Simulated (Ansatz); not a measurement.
**The 3-layer 2H-MoS2 (2H stacking) under a gate**

Aim: charge, voltage and capacitance of the 3-layer 2H-MoS2 (2H stacking) in a field-effect set-up.

Method: plane-wave DFT, PBE-D3(BJ), Ansatz PAW (set soft_1); PAW set soft_1, in the first sound run; inputs show where later runs differ, in Ansatz 0.2.0.

## (1) The structure

The cell holds 9 atoms: 6 S and 3 Mo. Its edges and angles: a = 3.180 Å, b = 3.180 Å, c = 62.588 Å, α = 90.0°, β = 90.0°, γ = 120.0°. Regions: layer 1: 2H-MoS2, 3 atoms (2 S and 1 Mo); layer 2: 2H-MoS2, 3 atoms (2 S and 1 Mo); layer 3: 2H-MoS2, 3 atoms (2 S and 1 Mo). Vacuum lies along c.

## (2) Relaxing the slab

The starting cell is a guess, so the in-plane lattice and the atoms are relaxed first, with the slab cut off from its images along the normal.

input.yaml reads:

```yaml
crystal:
  lattice:
    - [3.18, 0.0, 0.0]
    - [-1.59, 2.753960784, 0.0]
    - [0.0, 0.0, 62.587793216]
  atoms:
    - { symbol: S, position: [0.3333333333, 0.6666666667, 0.3738748212] }
    - { symbol: Mo, position: [0.0, 0.0, 0.399938991] }
    - { symbol: S, position: [0.3333333333, 0.6666666667, 0.4260031608] }
    - { symbol: S, position: [0.0, 0.0, 0.4739358302] }
    - { symbol: Mo, position: [0.3333333333, 0.6666666667, 0.5] }
    - { symbol: S, position: [0.0, 0.0, 0.5260641698] }
    - { symbol: S, position: [0.3333333333, 0.6666666667, 0.5739968392] }
    - { symbol: Mo, position: [0.0, 0.0, 0.600061009] }
    - { symbol: S, position: [0.3333333333, 0.6666666667, 0.6261251788] }
  periodic: [true, true, false]
kpoints:
  mp_grid: { grid: [12, 12, 1] }
hamiltonian:
  xc: pbe
  dispersion: d3bj
  pseudopotentials: { kind: paw, azcp: { folder: soft_1 } }
scf:
  occupations: { method: fermi_dirac, width: 0.05 }
  convergence: { dr2_threshold: 1.0e-09 }
relax:
  f_tol: 0.004
  max_steps: 90
  cell: {}
output:
  write_potential: true
  write_density: true
  volumetric_format: npy
```

Launch:

```console
> ansatz run input.yaml --threads 4 --pin off --max-ram 16384MiB --backend cpu --events-out ev --progress --plain --runs-dir out
```

Numbers of over 12 decimals in the logs are rounded to 6 here.

The log of the run:

```text
Warning: relax.cell: scf.convergence.dr2_threshold = 1e-9 eV is looser than the 1.35336253919e-10 eV advised for a relaxation that steers and ends on the stress (1e-10 eV for each atom of the cell: 9, times the square of relax.cell.stress_2d_tol = 0.05 N/m over 25.8 Å (the atoms' height at the walk's start and 5 Å past either face), 1.939e-2 GPa, over a crystal's default 0.05). What an SCF threshold leaves in a stress goes as its square root, and in the free energy as the threshold itself, and one threshold admits the most on a small cell: [figures from the program's tests cut] Set scf.convergence.dr2_threshold to 1.35336253919e-10 eV or tighter. [rest of the remark cut]
Engine: ansatz 0.2.0, aarch64-unknown-linux-gnu
Pseudopotentials: kind: paw
Pseudopotential: S, paw, valence charge 6, recommended cutoff 420 eV (normal), soft_1/S.paw.azcp
Pseudopotential: Mo, paw, valence charge 14, recommended cutoff 420 eV (normal), soft_1/Mo.paw.azcp
Functional definition: PBE
  parameter kappa = 0.804
  parameter beta = 0.066725
  exchange = pbe_x(kappa = kappa, mu = beta*pi^2/3)
  correlation = pbe_c(beta = beta)
Crystal: 9 atoms, lattice volume = 548.119 Å³
Basis set: ecut = 420 eV, 10757 PW (Γ), exchange–correlation on 48×48×864 points (8 copies of the dense FFT grid, shifted against one another)
Bands: 48, of which v1, the nominal top of the filled ones, is band 39 counted from 1 (38 counted from 0)
Symmetry: 12 space group operations
Space group: P-6m2 (ITA 187), of the structure as read, at distance tolerance 8.2e-5 Å
k-points: 19 of 144 (time reversal used)
Non-local potential: S, projectors of the file, l = 0: 2, l = 1: 2, l = 2: 1
Non-local potential: Mo, projectors of the file, l = 0: 3, l = 1: 2, l = 2: 2, l = 3: 1
PAW form: soft (Blöchl's): semilocal exchange-correlation on the pseudo side does not see the compensation charge
PAW one-centre angular grid: S, 110 points (default); XC on 64 Gauss nodes
PAW one-centre angular grid: Mo, 590 points (default); XC on 64 Gauss nodes
Initial density: superposition of atomic densities (neutral atoms: chi_scale 0, normalization atom)
Initial wavefunctions: pseudopotential atomic-orbital guess
Functional: x = pbe(κ = 0.804, μ = 0.219515), c = pbe(β = 0.066725)
SCF iter   1: F=—  HF=-20296.267140 eV  |F-HF|=—  |Δ(HF+E_count)|=         —  Δρ=4.93e-2  dr2=2.21e1  ethr=3.10e-3  ⟨swp⟩=17.8  Hψ=6776  notcnv=0
preconditioner: auto → Resta (q_TF=auto, 1.971 Å⁻¹)  ε∞=2.9  [insulator: Δε(μ)=1.046 eV  Ē_g=8.386 eV  σ=0.050 eV  W_gap=1.00  n_scr=38 (ndim 8)  ℏωp=11.7 eV  f_vac=0.687  D(μ)=0.00/eV (n_scr^D=0)  ε∞_Penn≈2.9  vacuum switching on, ρ_ref=5.1e-3 e/Å³]
SCF iter   2: F=—  HF=-20294.389227 eV  |F-HF|=—  |Δ(HF+E_count)|=    1.88e0  Δρ=3.66e-2  dr2=2.27e1  ethr=3.10e-3  ⟨swp⟩=4.9  Hψ=2981  notcnv=0  defer=35
SCF iter   3: F=—  HF=-20291.838908 eV  |F-HF|=—  |Δ(HF+E_count)|=    2.55e0  Δρ=1.31e-2  dr2=9.28e-1  ethr=3.10e-3  ⟨swp⟩=5.6  Hψ=3034  notcnv=0  defer=20
SCF iter   4: F=—  HF=-20291.638769 eV  |F-HF|=—  |Δ(HF+E_count)|=   2.00e-1  Δρ=3.60e-3  dr2=1.31e-1  ethr=1.19e-3  ⟨swp⟩=3.7  Hψ=2231  notcnv=0  defer=21
SCF iter   5: F=—  HF=-20291.628165 eV  |F-HF|=—  |Δ(HF+E_count)|=   1.06e-2  Δρ=8.93e-4  dr2=6.02e-3  ethr=1.69e-4  ⟨swp⟩=4.0  Hψ=1880  notcnv=0  defer=18
SCF iter   6: F=—  HF=-20291.629914 eV  |F-HF|=—  |Δ(HF+E_count)|=   1.75e-3  Δρ=7.48e-4  dr2=1.77e-2  ethr=7.72e-6  ⟨swp⟩=3.5  Hψ=2155  notcnv=0  defer=18
SCF iter   7: F=—  HF=-20291.628356 eV  |F-HF|=—  |Δ(HF+E_count)|=   1.56e-3  Δρ=2.36e-4  dr2=5.70e-4  ethr=7.72e-6  ⟨swp⟩=2.6  Hψ=1408  notcnv=0  defer=20
SCF iter   8: F=—  HF=-20291.628355 eV  |F-HF|=—  |Δ(HF+E_count)|=   8.26e-7  Δρ=1.50e-4  dr2=4.71e-4  ethr=7.30e-7  ⟨swp⟩=3.0  Hψ=2004  notcnv=0  defer=20
SCF iter   9: F=—  HF=-20291.628302 eV  |F-HF|=—  |Δ(HF+E_count)|=   5.30e-5  Δρ=4.51e-5  dr2=1.93e-5  ethr=6.04e-7  ⟨swp⟩=2.8  Hψ=1459  notcnv=0  defer=20
SCF iter  10: F=—  HF=-20291.628332 eV  |F-HF|=—  |Δ(HF+E_count)|=   3.04e-5  Δρ=1.11e-5  dr2=9.24e-7  ethr=2.48e-8  ⟨swp⟩=3.5  Hψ=2129  notcnv=0  defer=20
SCF iter  11: F=—  HF=-20291.628332 eV  |F-HF|=—  |Δ(HF+E_count)|=   9.48e-7  Δρ=3.29e-6  dr2=4.54e-8  ethr=1.18e-9  ⟨swp⟩=3.4  Hψ=2074  notcnv=0  defer=20
SCF iter  12: F=—  HF=-20291.628332 eV  |F-HF|=—  |Δ(HF+E_count)|=   5.40e-8  Δρ=8.86e-7  dr2=4.93e-9  ethr=5.82e-11  ⟨swp⟩=3.5  Hψ=2078  notcnv=0  defer=20
SCF iter  13: F=-20291.628332 eV  HF=-20291.628332 eV  |F-HF|=5.09e-11  |Δ(HF+E_count)|=   5.01e-9  Δρ=1.82e-7  dr2=2.25e-10  ethr=1.28e-12  ⟨swp⟩=13.5  Hψ=8230  notcnv=0
SCF 1 converged in 13 iterations: F = -20291.628332 eV  dr2 = 2.25e-10
  greatest PAW one-centre occupation: 0.999 electrons in one spin orbital (limit 2), on the Mo atom at site 7 (counted from 0), in its partial waves of l = 0
relax step   1: F+E_penalty+E_count = -20291.62833159 eV  Δ(F+E_penalty+E_count) = +0.000e0 eV  max|allowed force component| = 1.254e0 eV/Å  Δτ_max = 0.0000 Å  P = -11.662 N/m  Ω = 548.119 Å³  fix = [c, alpha, beta]  reactions: c -0.000 N/m  (13 SCF iters, accepted)
Crystal: 9 atoms, lattice volume = 545.446 Å³
Basis set: ecut = 420 eV, 10661 PW (Γ), exchange–correlation on 48×48×864 points (8 copies of the dense FFT grid, shifted against one another)
Initial density: handed on by an earlier stage of this run
Initial wavefunctions: those handed on with the density
iter 1 solved again at ethr=3.14e-4 eV; its pass at ethr=3.10e-3 eV (dr2=2.45e-1 eV) is discarded
SCF iter   1: F=—  HF=-20291.883656 eV  |F-HF|=—  |Δ(HF+E_count)|=         —  Δρ=6.91e-3  dr2=2.77e-1  ethr=3.14e-4  ⟨swp⟩=3.2  Hψ=7110  notcnv=0
eigensolver tolerance schedule calibrated: the retry pair's looser diagonalisation under-reported the residual by θ = 0.11 (0.11/decade); ethr = c·dr2/N_el runs at the constant in force after the calibration composes with the one it found (an armed cap, an earlier calibration), c = 7.7e-2
preconditioner: auto → Resta (q_TF=auto, 1.973 Å⁻¹)  ε∞=3.2  [insulator: Δε(μ)=0.851 eV  Ē_g=7.836 eV  σ=0.050 eV  W_gap=1.00  n_scr=38 (ndim 8)  ℏωp=11.7 eV  f_vac=0.697  D(μ)=0.00/eV (n_scr^D=0)  ε∞_Penn≈3.2  vacuum switching on, ρ_ref=4.5e-3 e/Å³]
SCF iter   2: F=—  HF=-20291.851472 eV  |F-HF|=—  |Δ(HF+E_count)|=   3.22e-2  Δρ=3.78e-3  dr2=1.12e-1  ethr=2.72e-4  ⟨swp⟩=4.9  Hψ=2033  notcnv=0  defer=6
SCF iter   3: F=—  HF=-20291.838640 eV  |F-HF|=—  |Δ(HF+E_count)|=   1.28e-2  Δρ=2.31e-3  dr2=3.27e-2  ethr=1.10e-4  ⟨swp⟩=3.9  Hψ=2027  notcnv=0  defer=14
SCF iter   4: F=—  HF=-20291.835577 eV  |F-HF|=—  |Δ(HF+E_count)|=   3.06e-3  Δρ=9.15e-4  dr2=5.77e-3  ethr=3.22e-5  ⟨swp⟩=2.7  Hψ=1634  notcnv=0  defer=12
[...]
SCF iter   8: F=—  HF=-20291.947395 eV  |F-HF|=—  |Δ(HF+E_count)|=   3.95e-6  Δρ=3.22e-5  dr2=1.19e-5  ethr=2.54e-8  ⟨swp⟩=2.7  Hψ=1556  notcnv=0  defer=26
SCF iter   9: F=—  HF=-20291.947393 eV  |F-HF|=—  |Δ(HF+E_count)|=   2.31e-6  Δρ=1.16e-5  dr2=9.84e-7  ethr=1.52e-8  ⟨swp⟩=3.0  Hψ=1557  notcnv=0  defer=26
SCF iter  10: F=—  HF=-20291.947405 eV  |F-HF|=—  |Δ(HF+E_count)|=   1.26e-5  Δρ=3.02e-6  dr2=6.68e-8  ethr=1.26e-9  ⟨swp⟩=3.2  Hψ=2053  notcnv=0  defer=26
SCF iter  11: F=—  HF=-20291.947405 eV  |F-HF|=—  |Δ(HF+E_count)|=   1.43e-8  Δρ=5.80e-7  dr2=4.46e-9  ethr=8.56e-11  ⟨swp⟩=3.4  Hψ=2088  notcnv=0  defer=26
SCF iter  12: F=-20291.947405 eV  HF=-20291.947405 eV  |F-HF|=1.71e-10  |Δ(HF+E_count)|=   3.09e-9  Δρ=2.18e-7  dr2=6.20e-10  ethr=1.28e-12  ⟨swp⟩=13.3  Hψ=8098  notcnv=0
SCF 3 converged in 12 iterations: F = -20291.947405 eV  dr2 = 6.20e-10
relax step   3: F+E_penalty+E_count = -20291.94740530 eV  Δ(F+E_penalty+E_count) = -1.123e-1 eV  max|allowed force component| = 1.125e-1 eV/Å  Δτ_max = 0.1934 Å  P = +0.770 N/m  Ω = 535.600 Å³  energy of the carried Pulay correction = +6.168e-4 eV  fix = [c, alpha, beta]  reactions: c +0.000 N/m  (12 SCF iters, accepted)
[...]
relax step   4: F+E_penalty+E_count = -20291.95013298 eV  Δ(F+E_penalty+E_count) = -2.728e-3 eV  max|allowed force component| = 7.271e-3 eV/Å  Δτ_max = 0.0390 Å  P = -0.123 N/m  Ω = 538.284 Å³  energy of the carried Pulay correction = +4.834e-4 eV  fix = [c, alpha, beta]  reactions: c -0.000 N/m  (10 SCF iters, accepted)
[...]
relax step   5: F+E_penalty+E_count = -20291.95029226 eV  Δ(F+E_penalty+E_count) = -1.593e-4 eV  max|allowed force component| = 3.694e-3 eV/Å  Δτ_max = 0.0152 Å  P = -0.000 N/m  Ω = 538.178 Å³  energy of the carried Pulay correction = +4.886e-4 eV  fix = [c, alpha, beta]  reactions: c -0.000 N/m  (10 SCF iters, accepted)
Initial wavefunctions: pseudopotential atomic-orbital guess (no wavefunctions were taken with the density)
iter 1 solved again at ethr=4.20e-7 eV; its pass at ethr=3.10e-3 eV (dr2=3.28e-4 eV) is discarded
SCF iter   1: F=—  HF=-20291.949707 eV  |F-HF|=—  |Δ(HF+E_count)|=         —  Δρ=1.43e-5  dr2=2.32e-7  ethr=4.20e-7  ⟨swp⟩=6.5  Hψ=11496  notcnv=0
eigensolver tolerance schedule: the retry pair's looser diagonalisation over-reported the residual by 1413.66 of it (diagonalisation noise at 0.24 of the residual, at the tolerance the schedule requests for it); recorded, not acted on — ethr = c·dr2/N_el stays at c = 1.0e-1
SCF iter   2: F=—  HF=-20291.949764 eV  |F-HF|=—  |Δ(HF+E_count)|=   5.71e-5  Δρ=6.67e-6  dr2=6.90e-8  ethr=2.97e-10  ⟨swp⟩=5.3  Hψ=3391  notcnv=0
SCF iter   3: F=—  HF=-20291.949764 eV  |F-HF|=—  |Δ(HF+E_count)|=   4.48e-8  Δρ=3.21e-6  dr2=1.98e-8  ethr=8.85e-11  ⟨swp⟩=3.6  Hψ=1959  notcnv=0
SCF iter   4: F=—  HF=-20291.949764 eV  |F-HF|=—  |Δ(HF+E_count)|=   1.55e-8  Δρ=1.47e-6  dr2=2.00e-8  ethr=2.53e-11  ⟨swp⟩=3.3  Hψ=2014  notcnv=0
SCF iter   5: F=-20291.949764 eV  HF=-20291.949764 eV  |F-HF|=1.86e-10  |Δ(HF+E_count)|=   1.66e-9  Δρ=2.97e-7  dr2=3.81e-10  ethr=1.28e-12  ⟨swp⟩=15.9  Hψ=9374  notcnv=0
SCF 6 converged in 5 iterations: F = -20291.949764 eV  dr2 = 3.81e-10
relax step   6: F+E_penalty+E_count = -20291.94976397 eV  Δ(F+E_penalty+E_count) = +5.283e-4 eV  max|allowed force component| = 3.789e-3 eV/Å  Δτ_max = 0.0000 Å  P = +0.004 N/m  Ω = 538.178 Å³  fix = [c, alpha, beta]  reactions: c +0.000 N/m  stress off target by 3.50e-3 N/m on what of the cell is left free  SCF on the basis re-selected at this cell (its energy is not comparable with the rows above)  (5 SCF iters)
basis re-selected at this cell: Δ(F+E_penalty+E_count) = +5.283e-4 eV, ΔP = +0.004 N/m vs the last step (what re-selecting the basis moved, of the pressure what is left beyond the Pulay correction that the steps carried, after the strain that the cell walked since its last selection, with what the two solves' SCF thresholds leave and, on support functions, any second-order correction that the steps lacked; it is no m [...]
WARN: The output density's exchange-correlation potential varies sharply where the density is thin. Do not read a vacuum level from v_tot or v_xc, or from such a field of the output density. On a cell that repeats whose density bears no net charge and no dipole along the vacuum's axis use v_es (v_loc + v_h of the components); under efield.dipole_correction with no amplitude use v_es + v_field, which holds any externa [...]
SCF converged after 5 iterations
Free energy (F): -20291.949764 eV
Harris-Foulkes:  -20291.949764 eV  (|F-HF|=1.86e-10)
Internal energy: -20291.949762 eV  (E = F + TS)
E sigma→0 (E₀):  -20291.949763 eV
Entropy (-TS):   -0.000002 eV (-0.000 meV/atom)
Fermi energy:    -4.846893 eV
--- Per-component energies (eV) ---
  E_band       = -1729.105644
  E_kinetic    = 1905.161056
  E_local      = -631909.254817  (includes V_loc(G=0)·N_el)
  E_nonlocal   = 650.721426
  E_hartree    = 314659.233914
  E_xc         = -1064.308016
  E_vxc        = -1158.522486  (∫ρ·V_xc dr)
  E_paw        = -13285.922991  (= ΣΔE_a)
  E_vpaw       = -535.681763  (= ΣTr[D̂ρ^β])
  E_aug_tail   = 0.000133  (compensation charges beyond the density's cutoff)
  E_ewald      = 308755.979733
  E_disp       = -3.560199  (pairwise vdW)
  E_smearing   = -0.000002  (= −TS)
  E_closure    = -0.000000  (closes the sum)
  Σ components = -20291.949764   (vs F -20291.949764, Δ=0.00e0)
--- Forces (eV/Å), atoms counted from 1 ---
  atom   1  S      0.00000000     0.00000000    -0.00135435
  atom   2  Mo    -0.00000000     0.00000000    -0.00133314
  atom   3  S     -0.00000000     0.00000000     0.00378893
  atom   4  S      0.00000000     0.00000000    -0.00337833
  atom   5  Mo     0.00000000    -0.00000000     0.00000000
  atom   6  S      0.00000000     0.00000000     0.00337833
  atom   7  S     -0.00000000     0.00000000    -0.00378893
  atom   8  Mo    -0.00000000     0.00000000     0.00133314
  atom   9  S     -0.00000000     0.00000000     0.00135435
  max |Σ_I F_I| component: 6.94e-17 eV/Å
--- 2D stress c σ (N/m, compression-positive) ---
        0.003505       0.000000      -0.000000
        0.000000       0.003505      -0.000000
       -0.000000      -0.000000       0.000000
  P = ½ c Tr σ = 0.0035 N/m
--- Band table (eV; the first three rows and the last of 19) ---
  k-point 0: bands = [... 35 lower, -6.9562, -6.2677, -5.6329, -5.3027, -3.1154, -3.1154, -3.0952, -3.0952, ... 5 higher]
  k-point 1: bands = [... 35 lower, -6.7047, -6.2702, -5.7282, -5.4926, -3.2241, -3.2130, -3.2016, -3.1275, ... 5 higher]
  k-point 2: bands = [... 35 lower, -6.6845, -6.3789, -6.1185, -6.0473, -3.7000, -3.5629, -3.3859, -3.3566, ... 5 higher]
  k-point 18: bands = [... 35 lower, -8.0089, -6.0097, -5.9350, -5.8676, -4.1469, -4.1366, -4.1356, -3.3404, ... 5 higher]
  the weakly bound empty levels are not read free of the cell's end (no_gap_told)
--- Relaxed structure (5 steps of the walk, 5 accepted, 1 SCFs on fresh bases) ---
  F+E_penalty+E_count = -20291.94976397 eV   max|allowed force component| = 3.789e-3 eV/Å   (the final SCF, on the basis selected at the relaxed cell)
  cell:  # Å, volume = 538.1781 Å³
    - [3.151032, -1.6080201842228649e-18, 0]
    - [-1.575516, 2.728874, 0]
    - [0, 0, 62.587793216]
  atoms:
    - { symbol: S, position: [0.333333, 0.666667, 0.378205] }
    - { symbol: Mo, position: [-1.2074398352055971e-18, -2.1701890401338494e-17, 0.403254] }
    - { symbol: S, position: [0.333333, 0.666667, 0.428276] }
    - { symbol: S, position: [-3.8390622384349434e-19, -2.170189040133853e-17, 0.474990] }
    - { symbol: Mo, position: [0.333333, 0.666667, 0.5] }
    - { symbol: S, position: [3.8390622384480397e-19, -2.170189040133853e-17, 0.525010] }
    - { symbol: S, position: [0.333333, 0.666667, 0.571724] }
    - { symbol: Mo, position: [1.2074398352047651e-18, -2.1701890401338485e-17, 0.596746] }
    - { symbol: S, position: [0.333333, 0.666667, 0.621795] }
```

It took 1.8 min on 4 threads of Arm Neoverse V1, shared host; peak memory 1.2 GiB; 7 min of CPU time.

Relaxation path:

| step | energy less that of the first step (eV) | largest force component (eV/Å) | volume (Å³) |
| --- | --- | --- | --- |
| 1 | 0.0000 | 1.2535 | 548.12 |
| 2 | -0.2068 | 0.8229 | 545.45 |
| 3 | -0.3191 | 0.1125 | 535.60 |
| 4 | -0.3218 | 0.0073 | 538.28 |
| 5 | -0.3220 | 0.0037 | 538.18 |
| 6* | -0.3214 | 0.0038 | 538.18 |

Relaxation steps marked * repeat the geometry before them on a plane-wave basis chosen anew for their cell, so energy and pressure can jump there.

Forces are held to the 12 operations that the run works with; a distortion that breaks them can't arise in this run.

| cell as run | before | after | change |
| --- | --- | --- | --- |
| a (Å) | 3.180 | 3.151 | -0.9 % |
| b (Å) | 3.180 | 3.151 | -0.9 % |

The atoms that moved most (Å, along periodic axes as changes of fractional coordinates times the final cell, across vacuum about the mean position):

| atom | dx | dy | dz | length |
| --- | --- | --- | --- | --- |
| S1 | 0.000 | 0.000 | 0.271 | 0.271 |
| S9 | 0.000 | 0.000 | -0.271 | 0.271 |
| Mo2 | 0.000 | 0.000 | 0.208 | 0.208 |
| Mo8 | 0.000 | 0.000 | -0.208 | 0.208 |
| S7 | 0.000 | 0.000 | -0.142 | 0.142 |
| S3 | 0.000 | 0.000 | 0.142 | 0.142 |
| S4 | 0.000 | 0.000 | 0.066 | 0.066 |
| S6 | 0.000 | 0.000 | -0.066 | 0.066 |

The lattice constant a goes from 3.180 to 3.151 Å.

(Part 1 of 3 ends here.)

[Logs are printed without paths, hosts, clocks, repeated set-up lines and the standing remarks that a program may print on its own settings, such as how far it seeks lower states.]

[Hosts, paths, dates, database ids (printed as entryN), source tags and the programs' standing remarks are cut or masked in the printed files.]

[Maps of the electrostatic potential energy from Ansatz leave out the sawtooth potential of an applied field or a dipole correction, so their vacuum need not be flat; planar profiles and work functions include it.]
